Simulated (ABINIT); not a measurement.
Runs of ABINIT 10.8.3 (patched build) on Si2Mo. It takes space group I4/mmm (No. 139, tetragonal). Conventional cell: a = 3.200 Å, b = 3.200 Å, c = 7.861 Å, α = 90.00°, β = 90.00°, γ = 90.00°. Mo (site symmetry 4/mmm) is surrounded by 10 Si at 2.62 Å. Si (site symmetry 4mm) is surrounded by 5 Si at 2.61 to 2.63 Å and 5 Mo at 2.62 Å. 

```tsv
level	potentials or basis	cell	cutoff (eV)	fine-grid cutoff	gap on the mesh (eV)	pressure (GPa)	largest force (eV/Å)
LDA	JTH PAW LDA v2.0	as given	354	707.496 eV	none	(a)	0.40
LDA	PseudoDojo NC SR LDA v0.4.1 standard	cell squeezed	952	-	none	13.5	(b)
PBE	PseudoDojo NC SR PBE v0.5 standard	as given	980	-	none	2.1	0.30
PBE	PseudoDojo NC SR PBE v0.4.1 standard	as given	952	-	none	2.0	0.30
PBEsol	PseudoDojo NC SR PBEsol v0.4.1 standard	as given	980	-	none	(c)	0.35
```

Alike in all rows: task single point; no spin polarisation; k mesh 9 × 9 × 9; smearing fermi-dirac 0.05 eV.

Problem. Fill in the values left out.

Solution. (a) -6.1; (b) 0.27; (c) -2.9.

A k mesh can miss the band edges, and the runs leave out spin-orbit coupling on Mo.

A gap of «none» marks a metal or a gap under the smearing width.
